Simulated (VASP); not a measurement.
**CdF2 under changes of volume**

One of the cells (12.485 Å³/atom); the others are scaled copies at fixed shape and fractional positions:

```
Cd F
1.0
     0.00000    2.65558    2.65558
     2.65558    0.00000    2.65558
     2.65558    2.65558    0.00000
Cd F
1 2
Direct
  0.00000 0.00000 0.00000
  0.75000 0.75000 0.75000
  0.25000 0.25000 0.25000
```

* Program: VASP 6.6.1
* Functional: LDA
* Potentials or basis: VASP PAW LDA potentials, release 64 (Cd, F)
* Cutoff: 520 eV
* k mesh: 8 × 8 × 8
* Occupations: gaussian, width 0.02 eV
* Spin: no spin polarisation

| volume (Å³/atom) | energy over the lowest point (meV/atom) | pressure (GPa) | gap on the mesh (eV) |
| --- | --- | --- | --- |
| 11.986 | 10.69 | 6.1 | 3.09 |
| 12.235 | 3.04 | 3.0 | 3.02 |
| 12.485 | 0.00 | 0.3 | 2.95 |
| 12.735 | ? | ? | ? |
| 12.984 | 5.53 | -4.3 | 2.81 |

Problem. What does the run at 12.735 Å³/atom give?

Solution. Energy over the lowest point 0.93 meV/atom; pressure -2.2 GPa; gap on the mesh 2.88 eV.

Worked out: A Birch-Murnaghan fit of order 2 (a polynomial in V^(-2/3)) to the other rows has its minimum at 12.55 Å³/atom with B0 = V·E''(V) = 128 GPa. It gives 0.92 meV/atom at 12.735 Å³/atom, against the run's 0.93, and -dE/dV = -1.8 GPa, against -2.2. A straight line through the other rows of the gap, of slope -3.5 eV per unit of ln V, gives 2.88 eV, against the run's 2.88.

Energies are extrapolated to zero smearing.

A mesh can miss the band edges. Spin-orbit coupling on Cd is left out.
